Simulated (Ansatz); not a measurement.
TiO2: strain energy, fitted

TiO2, Pbcn, a = 4.556 Å, b = 5.509 Å, c = 4.947 Å. This isn't the usual stable structure of the compound. Ansatz: r2SCAN+U, PAW, 500 eV, Γ-centred 6×4×6 mesh on 12 atoms, Gaussian smearing 0.02 eV; U_eff Ti 4.00 eV; no spin polarisation. Series: biaxial strain in the a-b plane, c and atoms relaxed; x is the strain in per cent. y is the free energy over the unstrained cell, V0 = 10.349 Å³/atom.

| x (%) | y (meV/atom) |
| --- | --- |
| -2.0 | ? |
| -1.0 | 2.60 |
| 0.0 | 0.00 |
| 1.0 | 2.46 |
| 2.0 | 9.55 |

Question: Fit y = c2 x² + c3 x³ to the other rows, turn c2 into a modulus, and predict the missing energy.

Answer: Least squares on the rows shown. y = 2.530 x² − 0.07098 x³. In eV per unit strain² c2 is 25.30; M is the biaxial modulus (E = M V0 ε²): 25.30 × 160.2 / (10.349) = 392 GPa. At x = -2.0 the fit asked for gives 10.69 meV/atom. The run gave 10.68 meV/atom, so the fit is 0.01 meV/atom too high, a small miss on the scale of the series. The form still works here, 33 % of the fitted range beyond its end.